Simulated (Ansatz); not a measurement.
# W9C8: the cost of one run

Program: Ansatz 0.2.0. Level of theory: DFT PBEsol, plane waves, PAW, scalar-relativistic, no spin polarisation. These are calculated values, not measurements.

The COD cell was measured well above room temperature, so it is larger than a cold one.

### Step 1. The system as given

The cell holds 17 atoms (C8W9): a = 5.800 Å, b = 5.800 Å, c = 15.256 Å, α = 90.00°, β = 90.00°, γ = 120.00°.

As a file:

```xyz
17
Lattice="5.7997 0.0000 0.0000 -2.8998 5.0227 0.0000 0.0000 0.0000 15.2563" Properties=species:S:1:pos:R:3 pbc="T T T"
W     0.0000    0.0000    1.0000
C     1.4499    0.8371    2.4188
W     0.0000    0.0000    3.8375
C     1.4499    0.8371    5.2563
W    -1.4499    2.5113    1.0000
C     0.0000    3.3484    2.4188
W    -1.4499    2.5113    3.8375
C     0.0000    3.3484    5.2563
W     2.8998    0.0000    1.0000
C     4.3498    0.8371    2.4188
W     2.8998    0.0000    3.8375
C     4.3498    0.8371    5.2563
W     1.4499    2.5113    1.0000
C     2.8998    3.3484    2.4188
W     1.4499    2.5113    3.8375
C     2.8998    3.3484    5.2563
W     2.8278    1.5385    7.1363
```

### Step 2. End point A

Contents of input.yaml:

```yaml
crystal:
  lattice:
    - [5.79968, 0.0, 0.0]
    - [-2.89984, 5.02267, 0.0]
    - [0.0, 0.0, 15.256295]
  atoms:
    - { symbol: W, position: [0.0, 0.0, 0.0655467] }
    - { symbol: C, position: [0.3333333, 0.1666667, 0.1585421] }
    - { symbol: W, position: [0.0, 0.0, 0.2515375] }
    - { symbol: C, position: [0.3333333, 0.1666667, 0.3445329] }
    - { symbol: W, position: [0.0, 0.5, 0.0655467] }
    - { symbol: C, position: [0.3333333, 0.6666667, 0.1585421] }
    - { symbol: W, position: [0.0, 0.5, 0.2515375] }
    - { symbol: C, position: [0.3333333, 0.6666667, 0.3445329] }
    - { symbol: W, position: [0.5, 0.0, 0.0655467] }
    - { symbol: C, position: [0.8333333, 0.1666667, 0.1585421] }
    - { symbol: W, position: [0.5, 0.0, 0.2515375] }
    - { symbol: C, position: [0.8333333, 0.1666667, 0.3445329] }
    - { symbol: W, position: [0.5, 0.5, 0.0655467] }
    - { symbol: C, position: [0.8333333, 0.6666667, 0.1585421] }
    - { symbol: W, position: [0.5, 0.5, 0.2515375] }
    - { symbol: C, position: [0.8333333, 0.6666667, 0.3445329] }
    - { symbol: W, position: [0.6407433, 0.3063207, 0.4677607] }
basis:
  ecutwfc: 420.0
kpoints:
  mp_grid: { grid: [4, 4, 1] }
hamiltonian:
  xc: pbesol
  pseudopotentials: { kind: paw, azcp: { folder: soft_1 } }
scf:
  occupations: { method: gaussian, width: 0.15 }
  lower_state_search: "off"
relax:
  f_tol: 0.03
  max_steps: 60
  adjacent_minimum: "off"
  constraints: [{ sites: [0, 4, 8, 12] }]
output:
  write_density: true
  write_potential: true
  elf: true
  volumetric_format: npy
```

Started as:

```console
$ ansatz run input.yaml --threads 4 --pin off --max-ram 10240MiB --backend cpu --events-out ev --progress --plain --runs-dir out
```

What time and memory should one allow on 4 threads of Arm Neoverse V1, shared host?

About 2.2 min, with a peak of 1.4 GiB.
